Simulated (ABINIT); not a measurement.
CdS (Hawleyite):

```
Cd S
1.0
     0.00000    2.91650    2.91650
     2.91650    0.00000    2.91650
     2.91650    2.91650    0.00000
Cd S
1 1
Direct
  0.00000 0.00000 0.00000
  0.75000 0.75000 0.75000
```

Program: ABINIT 10.8.3 (patched build). Alike in all runs: no spin polarisation; cell as given; smearing fermi-dirac 0.05 eV.

Order these runs on this cell by their band gap on the k mesh, lowest first.
A. level LDA; potentials or basis JTH PAW LDA v2.0; k mesh 6 × 6 × 6; cutoff (eV) 544; fine-grid cutoff 1088.46 eV
B. level HCTH407; potentials or basis JTH PAW PBE v2.0; k mesh 8 × 8 × 8; cutoff (eV) 599; fine-grid cutoff 1197.3 eV
C. level BLYP; potentials or basis JTH PAW PBE v2.0; k mesh 8 × 8 × 8; cutoff (eV) 599; fine-grid cutoff 1197.3 eV

A (0.84 eV), C (1.07 eV), B (1.64 eV).
